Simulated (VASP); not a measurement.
# Sn in VASP: how settings move the LDA single point

The LDA single point of diamond Sn is repeated with altered inputs. Which of them can be trusted?

The runs shown are made with VASP 6.6.1. PAW datasets, plane waves. Computed at 0 K without zero-point motion; spin polarisation is off.

### Step 1. The structure to begin with

The cell comes from an earlier relaxation with r2SCAN in another program.

The symmetry is Fd-3m (No. 227, cubic); conventional cell a = 6.569 Å, 35.43 Å³ an atom. Near Sn stand 4 Sn at 2.84 Å.

Coordinates:

```cif
data_structure
_symmetry_space_group_name_H-M 'P 1'
_symmetry_Int_Tables_number 1
_cell_length_a 4.6449
_cell_length_b 4.6449
_cell_length_c 4.6449
_cell_angle_alpha 60.000
_cell_angle_beta 60.000
_cell_angle_gamma 60.000
_cell_volume 70.86
loop_
_atom_site_label
_atom_site_type_symbol
_atom_site_fract_x
_atom_site_fract_y
_atom_site_fract_z
_atom_site_occupancy
Sn1 Sn 0.00000 0.00000 0.00000 1
Sn2 Sn 0.25000 0.25000 0.25000 1
```

### Step 2. Baseline

The input, INCAR:

```
ENCUT = 520.000000
SIGMA = 0.020000
EDIFF = 1.00e-07
GGA = CA
PREC = Accurate
IBRION = -1
ISIF = 2
ISMEAR = -1
NBANDS = 21
NELM = 120
NSW = 0
LASPH = .TRUE.
LCHARG = .FALSE.
LWAVE = .FALSE.
LREAL = .FALSE.
```

The input, KPOINTS:

```
KPOINTS created by Atomic Simulation Environment
0
Gamma
6 6 6
0 0 0
```

The input, POSCAR:

```
Sn
 1.0000000000000000
     0.0000000000000000    3.2844597813481733    3.2844597813481733
     3.2844597813481733   -0.0000000000000000    3.2844597813481733
     3.2844597813481733    3.2844597813481733   -0.0000000000000000
 Sn
   2
Cartesian
 -0.0000000000000000 -0.0000000000000000 -0.0000000000000000
  1.6422298906740866  1.6422298906740866  1.6422298906740866
```

A file KPOINTS_OPT adds named points for the levels; it doesn't enter the self-consistent loop.

Potentials: the recommended LDA PAW datasets, 28 valence electrons.

The run is started by

```
> mpirun -np 1 vasp_std
```

The closing lines of the self-consistent loop in OSZICAR:

```text
DAV:  10    -0.889074500630E+01    0.14411E-05   -0.12121E-05   903   0.361E-02    0.373E-03
DAV:  11    -0.889074553209E+01   -0.52579E-06   -0.10321E-06   701   0.728E-03    0.110E-03
DAV:  12    -0.889074552144E+01    0.10646E-07   -0.53521E-08   536   0.264E-03
   1 F= -.88907455E+01 E0= -.88904833E+01  d E =-.524435E-03
```

Wall time 37 s (1 MPI rank of Intel Xeon Platinum 8488C, shared host); peak memory 0.18 GiB.

It gives: energy (σ→0) -8.8905 eV, pressure -1.75 GPa, gap on the mesh -0.26 eV.

### Step 3. Altered input 1

INCAR, as its differences from that of step 2:

```diff
@@ -9,3 +9,2 @@
 NBANDS = 21
-NELM = 120
 NSW = 0
@@ -15 +14,2 @@
 LREAL = .FALSE.
+NELM = 51
```

The input, KPOINTS:

```
KPOINTS created by Atomic Simulation Environment
0
Gamma
3 3 3
0 0 0
```

POSCAR is that of step 2.

The run is started by

```
> mpirun -np 1 vasp_std
```

Printed to the terminal (iteration lines stand in OSZICAR):

```text
POSCAR found type information on POSCAR Sn
 POSCAR found :  1 types and       2 ions
 LDA part: xc-table for (Slater(with rela. corr.)+CA(PZ))
 , standard interpolation
 POSCAR, INCAR and KPOINTS ok, starting setup
 FFT: planning ... GRIDC
 FFT: planning ... GRID_SOFT
 FFT: planning ... GRID
 WAVECAR not read
 entering main loop
```

OSZICAR:

```text
N       E                     dE             d eps       ncg     rms          rms(c)
DAV:   1     0.237163033579E+03    0.23716E+03   -0.14503E+04   168   0.186E+03
DAV:   2     0.175454867703E+02   -0.21962E+03   -0.21480E+03   168   0.460E+02
DAV:   3    -0.759432018975E+01   -0.25140E+02   -0.24986E+02   203   0.144E+02
DAV:   4    -0.846021984246E+01   -0.86590E+00   -0.86462E+00   178   0.302E+01
DAV:   5    -0.849750234372E+01   -0.37283E-01   -0.37281E-01   262   0.573E+00    0.321E+00
DAV:   6    -0.840096369895E+01    0.96539E-01   -0.36376E-02   188   0.202E+00    0.179E+00
DAV:   7    -0.835800267218E+01    0.42961E-01   -0.57469E-02   191   0.190E+00    0.169E-01
DAV:   8    -0.835909261095E+01   -0.10899E-02   -0.58262E-03   199   0.596E-01    0.115E-01
DAV:   9    -0.835892162288E+01    0.17099E-03   -0.39243E-04   215   0.115E-01    0.219E-02
DAV:  10    -0.835893379525E+01   -0.12172E-04   -0.33928E-05   198   0.709E-02    0.647E-03
DAV:  11    -0.835893360386E+01    0.19139E-06   -0.12504E-06   201   0.103E-02    0.233E-03
DAV:  12    -0.835893372552E+01   -0.12166E-06   -0.25650E-07   156   0.360E-03    0.629E-04
DAV:  13    -0.835893372321E+01    0.23088E-08   -0.15079E-08   109   0.148E-03
   1 F= -.83589337E+01 E0= -.83555701E+01  d E =-.672721E-02
```

Parts of OUTCAR:

```text
k-points           NKPTS =      4   k-points in BZ     NKDIM =      4   number of bands    NBANDS=     21

   NELECT =      28.0000    total number of electrons

   dimension x,y,z NGX =    36 NGY =   36 NGZ =   36
   dimension x,y,z NGXF=    72 NGYF=   72 NGZF=   72

  energy-cutoff  :      520.00
  volume of cell :       70.86
      direct lattice vectors                 reciprocal lattice vectors
     0.000000000  3.284459781  3.284459781    -0.152232036  0.152232036  0.152232036
     3.284459781  0.000000000  3.284459781     0.152232036 -0.152232036  0.152232036
     3.284459781  3.284459781  0.000000000     0.152232036  0.152232036 -0.152232036

 k-points in reciprocal lattice and weights: KPOINTS created by Atomic Simulation Env
   0.00000000  0.00000000  0.00000000       0.037
   0.33333333  0.00000000  0.00000000       0.296
   0.33333333  0.33333333  0.00000000       0.222
  -0.33333333  0.33333333  0.00000000       0.444

 E-fermi :   5.0151

 k-point     1 :       0.0000    0.0000    0.0000
  band No.  band energies     occupation
      1     -16.4530      2.00000
      2     -16.4530      2.00000
      3     -16.4530      2.00000
      4     -16.3975      2.00000
      5     -16.3975      2.00000
      6     -16.1131      2.00000
      7     -16.1131      2.00000
      8     -16.1131      2.00000
      9     -16.1072      2.00000
     10     -16.1072      2.00000
     11      -5.3636      2.00000
     12       4.0143      2.00000
     13       5.1360      0.00473
     14       5.1360      0.00473
     15       5.1360      0.00473
     16       7.1658      0.00000
     17       7.1658      0.00000
     18       7.1658      0.00000
     19       9.8417      0.00000
     20      12.9644      0.00000
     21      12.9644      0.00000

 k-point     2 :       0.3333    0.0000    0.0000
  band No.  band energies     occupation
      1     -16.4823      2.00000
      2     -16.4823      2.00000
      3     -16.4344      2.00000
      4     -16.3502      2.00000
      5     -16.3502      2.00000
      6     -16.1639      2.00000
      7     -16.1639      2.00000
      8     -16.1361      2.00000
      9     -16.0667      2.00000
     10     -16.0667      2.00000
     11      -4.4043      2.00000
     12      -0.0462      2.00000
     13       4.1795      2.00000
     14       4.1795      2.00000
     15       5.0372      0.49823
     16       8.1943      0.00000
     17       8.1943      0.00000
     18      10.4486      0.00000
     19      11.0206      0.00000
     20      12.2931      0.00000
     21      12.2931      0.00000

[... the tables of k-points 3 to 4 left out ...]

  Total        0.0782078      0.0782078      0.0782078      0.0000000     -0.0000000      0.0000000
  in kB        1.7682313      1.7682313      1.7682313      0.0000000     -0.0000000      0.0000000
  external PRESSURE =       1.7682313 kB  Pullay stress =       0.0000000 kB

 POSITION                                       TOTAL-FORCE (eV/Angst)
 -----------------------------------------------------------------------------------
      0.00000      0.00000      0.00000        -0.000000     -0.000000     -0.000000
      1.64223      1.64223      1.64223         0.000000      0.000000      0.000000
 -----------------------------------------------------------------------------------
    total drift:                                0.000000      0.000000      0.000000

  FREE ENERGIE OF THE ION-ELECTRON SYSTEM (eV)
  ---------------------------------------------------
  free  energy   TOTEN  =        -8.3589337232 eV

  energy  without entropy=       -8.3522065162  energy(sigma->0) =       -8.35557012
```

It took 9.2 s on 1 MPI rank of Intel Xeon Platinum 8488C, shared host; peak memory 0.16 GiB.

Changed: NELM = 51, mesh 3×3×3. The run ends normally. Against the reference the energy moves by +267.5 meV/atom; the pressure goes from -1.8 to 0.2 GPa, the gap on the mesh goes from -0.26 to -0.10 eV. These settings are too coarse to quote the result as the crystal's.

### Step 4. Altered input 2

The input, INCAR:

```
ENCUT = 520.000000
EDIFF = 1.00e-07
GGA = CA
PREC = Accurate
IBRION = -1
ISIF = 2
NBANDS = 21
NSW = 0
LASPH = .TRUE.
LCHARG = .FALSE.
LWAVE = .FALSE.
LREAL = .FALSE.
NELECT = 29
ISMEAR = -5
SIGMA = 0.2
NELM = 73
```

KPOINTS is that of step 2.

POSCAR is that of step 2.

The run is started by

```
> mpirun -np 1 vasp_std
```

Printed to the terminal (iteration lines stand in OSZICAR):

```text
POSCAR found type information on POSCAR Sn
 POSCAR found :  1 types and       2 ions
 LDA part: xc-table for (Slater(with rela. corr.)+CA(PZ))
 , standard interpolation
 POSCAR, INCAR and KPOINTS ok, starting setup
 FFT: planning ... GRIDC
 FFT: planning ... GRID_SOFT
 FFT: planning ... GRID
 WAVECAR not read
 entering main loop
 the old and the new charge density differ
    0.354E+00
 -----------------------------------------------------------------------------
|                                                                             |
|           W    W    AA    RRRRR   N    N  II  N    N   GGGG   !!!           |
|           W    W   A  A   R    R  NN   N  II  NN   N  G    G  !!!           |
|           W    W  A    A  R    R  N N  N  II  N N  N  G       !!!           |
|           W WW W  AAAAAA  RRRRR   N  N N  II  N  N N  G  GGG   !            |
|           WW  WW  A    A  R   R   N   NN  II  N   NN  G    G                |
|           W    W  A    A  R    R  N    N  II  N    N   GGGG   !!!           |
|                                                                             |
|     Tetrahedron method does not include variations of the Fermi             |
|     occupations, so forces and stress will be inaccurate. We suggest        |
|     using a different smearing scheme ISMEAR = 1 or 2 for metals in         |
|     relaxations.                                                            |
|                                                                             |
 -----------------------------------------------------------------------------
```

OSZICAR:

```text
N       E                     dE             d eps       ncg     rms          rms(c)
DAV:   1     0.241721841080E+03    0.24172E+03   -0.14649E+04   682   0.191E+03
DAV:   2     0.241168085691E+02   -0.21761E+03   -0.21258E+03   677   0.465E+02
DAV:   3    -0.235716883274E+01   -0.26474E+02   -0.26106E+02   767   0.147E+02
DAV:   4    -0.331062669325E+01   -0.95346E+00   -0.95342E+00   772   0.309E+01
DAV:   5    -0.334908728379E+01   -0.38461E-01   -0.38504E-01   993   0.589E+00    0.354E+00
DAV:   6    -0.325857931253E+01    0.90508E-01   -0.22258E-01   755   0.226E+00    0.192E+00
DAV:   7    -0.320821392402E+01    0.50365E-01   -0.63457E-02   806   0.235E+00    0.393E-01
DAV:   8    -0.320697769778E+01    0.12362E-02   -0.59896E-03   883   0.542E-01    0.129E-01
DAV:   9    -0.320698113637E+01   -0.34386E-05   -0.30843E-04   802   0.232E-01    0.287E-02
DAV:  10    -0.320696425709E+01    0.16879E-04   -0.17659E-05   842   0.476E-02    0.707E-03
DAV:  11    -0.320696249452E+01    0.17626E-05   -0.40073E-06   879   0.276E-02    0.142E-03
DAV:  12    -0.320696330683E+01   -0.81231E-06   -0.64516E-07   866   0.105E-02    0.570E-04
DAV:  13    -0.320696390828E+01   -0.60144E-06   -0.57332E-08   456   0.169E-03    0.154E-04
DAV:  14    -0.320696377196E+01    0.13632E-06   -0.16607E-08   396   0.193E-03    0.868E-05
DAV:  15    -0.320696372177E+01    0.50191E-07   -0.34776E-09   411   0.653E-04
   1 F= -.32069637E+01 E0= -.32069637E+01  d E =0.000000E+00
```

OUTCAR, selected sections:

```text
k-points           NKPTS =     16   k-points in BZ     NKDIM =     16   number of bands    NBANDS=     21

   NELECT =      29.0000    total number of electrons

   dimension x,y,z NGX =    36 NGY =   36 NGZ =   36
   dimension x,y,z NGXF=    72 NGYF=   72 NGZF=   72

  energy-cutoff  :      520.00
  volume of cell :       70.86
      direct lattice vectors                 reciprocal lattice vectors
     0.000000000  3.284459781  3.284459781    -0.152232036  0.152232036  0.152232036
     3.284459781  0.000000000  3.284459781     0.152232036 -0.152232036  0.152232036
     3.284459781  3.284459781  0.000000000     0.152232036  0.152232036 -0.152232036

 k-points in reciprocal lattice and weights: KPOINTS created by Atomic Simulation Env
   0.00000000  0.00000000  0.00000000       0.005
   0.16666667  0.00000000  0.00000000       0.037
   0.33333333  0.00000000  0.00000000       0.037
   0.50000000  0.00000000  0.00000000       0.019
   0.16666667  0.16666667  0.00000000       0.028
   0.33333333  0.16666667  0.00000000       0.111
   0.50000000  0.16666667  0.00000000       0.111
  -0.33333333  0.16666667  0.00000000       0.111
[... 8 more k-points ...]

 E-fermi :   6.1055

 k-point     1 :       0.0000    0.0000    0.0000
  band No.  band energies     occupation
      1     -16.4305      2.00000
      2     -16.4305      2.00000
      3     -16.4305      2.00000
      4     -16.3742      2.00000
      5     -16.3742      2.00000
      6     -16.0864      2.00000
      7     -16.0864      2.00000
      8     -16.0864      2.00000
      9     -16.0783      2.00000
     10     -16.0783      2.00000
     11      -5.5486      2.00000
     12       3.9239      2.00000
     13       4.9784      2.00000
     14       4.9784      2.00000
     15       4.9784      2.00000
     16       6.9201      0.00000
     17       6.9201      0.00000
     18       6.9201      0.00000
     19       9.2489      0.00000
     20      12.6618      0.00000
     21      12.6618      0.00000

 k-point     2 :       0.1667    0.0000    0.0000
  band No.  band energies     occupation
      1     -16.4456      2.00000
      2     -16.4456      2.00000
      3     -16.4245      2.00000
      4     -16.3522      2.00000
      5     -16.3522      2.00000
      6     -16.1146      2.00000
      7     -16.1146      2.00000
      8     -16.0940      2.00000
      9     -16.0543      2.00000
     10     -16.0543      2.00000
     11      -5.2890      2.00000
     12       2.0023      2.00000
     13       4.5395      2.00000
     14       4.5395      2.00000
     15       5.2194      2.11958
     16       7.4743      0.00000
     17       7.4743      0.00000
     18       7.9711      0.00000
     19      10.4557      0.00000
     20      11.4987      0.00000
     21      11.4987      0.00000

[... the tables of k-points 3 to 16 left out ...]

  Total       10.1294726     10.1294726     10.1294726      0.0000000     -0.0000000     -0.0000000
  in kB      229.0211414    229.0211414    229.0211414      0.0000000     -0.0000000     -0.0000000
  external PRESSURE =     229.0211414 kB  Pullay stress =       0.0000000 kB

 POSITION                                       TOTAL-FORCE (eV/Angst)
 -----------------------------------------------------------------------------------
      0.00000      0.00000      0.00000        -0.000000     -0.000000     -0.000000
      1.64223      1.64223      1.64223         0.000000      0.000000      0.000000
 -----------------------------------------------------------------------------------
    total drift:                                0.000000      0.000000      0.000000

  FREE ENERGIE OF THE ION-ELECTRON SYSTEM (eV)
  ---------------------------------------------------
  free  energy   TOTEN  =        -3.2069637218 eV

  energy  without entropy=       -3.2069637218  energy(sigma->0) =       -3.20696372
```

It took 30 s on 1 MPI rank of Intel Xeon Platinum 8488C, shared host; peak memory 0.17 GiB.

Changed: NELECT = 29, ISMEAR = -5, SIGMA = 0.2, NELM = 73. VASP runs to the end. Its total energy is on another scale than the reference's; the pressure goes from -1.8 to 22.9 GPa. The pressure of a charged cell depends on the background and is no physical response. The cell is charged, with a uniform background to balance it.

### Step 5. Comparison

| run | changed | ending | energy change (meV/atom) | pressure (GPa) | gap on the mesh (eV; negative: overlap) | electronic steps | time | usable |
| --- | --- | --- | --- | --- | --- | --- | --- | --- |
| ref. | – | converged | 0 | -1.8 | -0.26 | 12 | 37 s | yes |
| 1 | NELM = 51, mesh 3×3×3 | converged | 267.5 | 0.2 | -0.10 | 13 | 9.2 s | no |
| 2 | NELECT = 29, ISMEAR = -5, SIGMA = 0.2, NELM = 73 | converged | – | 22.9 | – | 15 | 30 s | no |

**Reading.** Of 2 altered inputs, 2 ended normally on a faulty or unsound input.
